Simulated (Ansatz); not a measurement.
# Si: strong compression

An exercise on one series of results from a longer session: the logs are not shown, and one member is left open.

Method: DFT PBE, with the methods named in each step, in Ansatz 0.2.0.

**The system as given**

It takes space group I4_1/amd (No. 141, tetragonal). Conventional cell: a = 4.930 Å, b = 4.930 Å, c = 2.712 Å, α = 90.00°, β = 90.00°, γ = 90.00°. Si (site symmetry -4m2) is surrounded by 6 Si at 2.56 to 2.71 Å.

Coordinates:

```cif
data_structure
_symmetry_space_group_name_H-M 'P 1'
_symmetry_Int_Tables_number 1
_cell_length_a 3.7407
_cell_length_b 3.7407
_cell_length_c 3.7407
_cell_angle_alpha 97.549
_cell_angle_beta 97.549
_cell_angle_gamma 137.497
_cell_volume 32.96
loop_
_atom_site_label
_atom_site_type_symbol
_atom_site_fract_x
_atom_site_fract_y
_atom_site_fract_z
_atom_site_occupancy
Si1 Si 0.62500 0.87500 0.75000 1
Si2 Si 0.37500 0.12500 0.25000 1
```

Whether this phase is the stable one at these pressures isn't tested.

Atoms are numbered in the order of the input: Si1, Si2.

Set-up of the first run:

The input, input.yaml:

```yaml
crystal:
  lattice:
    - [-2.4652152221, 2.4652152221, 1.3558683722]
    - [2.4652152221, -2.4652152221, 1.3558683722]
    - [2.4652152221, 2.4652152221, -1.3558683722]
  atoms:
    - { symbol: Si, position: [-0.375, -0.125, -0.25] }
    - { symbol: Si, position: [0.375, 0.125, 0.25] }
kpoints:
  mp_grid: { grid: [18, 18, 18] }
scf:
  occupations: { method: fermi_dirac, width: 0.1 }
hamiltonian:
  xc: pbe
  pseudopotentials: { kind: paw }
output:
  forces: true
  stress: true
relax:
  f_tol: 0.005
  max_steps: 40
  cell: {}
```

On the command line:

```
$ ansatz run input.yaml --threads 1 --pin off --max-ram 2048MiB --backend cpu --events-out ev --progress --plain --runs-dir out
```

Among the steps run: Cell relaxed at zero pressure, PAW; Volume scaled by 1, PAW; Shape and atoms relaxed at 0.88 of the volume, PAW; Volume scaled by 0.88, PAW; Shape and atoms relaxed at 0.78 of the volume, PAW; Volume scaled by 0.78, PAW; Shape and atoms relaxed at 0.68 of the volume, PAW; Volume scaled by 0.68, PAW; Volume scaled by 0.68, PAW (cutoff 300 eV); Shape and atoms relaxed at 0.58 of the volume, PAW; Volume scaled by 0.58, PAW; Shape and atoms relaxed at 0.5 of the volume, PAW; Volume scaled by 0.5, PAW; Volume scaled by 0.5, PAW (partial_waves polarizable); Shape and atoms relaxed at 0.43 of the volume, PAW; Volume scaled by 0.43, PAW; Volume scaled by 0.43, PAW (level accurate).

One table of the session follows, with a row left open; its other results are not shown here.

| method | volume over the first | volume (Å³/atom) | pressure (GPa) |
| --- | --- | --- | --- |
| PAW | 1 | 15.357 | -0.02 |
| PAW | 0.88 | ? | ? |
| PAW | 0.78 | 11.979 | 45.89 |
| PAW | 0.68 | 10.443 | 94.15 |
| PAW | 0.58 | 8.907 | 180.82 |
| PAW | 0.5 | 7.679 | 305.39 |
| PAW | 0.43 | 6.604 | 493.07 |
| PAW (cutoff 300 eV) | 0.68 | 10.443 | 94.36 |
| PAW (level accurate) | 0.43 | 6.604 | 492.25 |
| PAW (partial_waves polarizable) | 0.5 | 7.679 | 305.39 |

Estimate the missing values for PAW, 0.88.

As computed: volume (Å³/atom): 13.514; pressure (GPa): 18.20. In the column «volume (Å³/atom)» it lies between PAW, 0.78 (11.979) and PAW, 1 (15.357).

Caveats from the session: Warnings in the runs' records: cutoff below recommended.
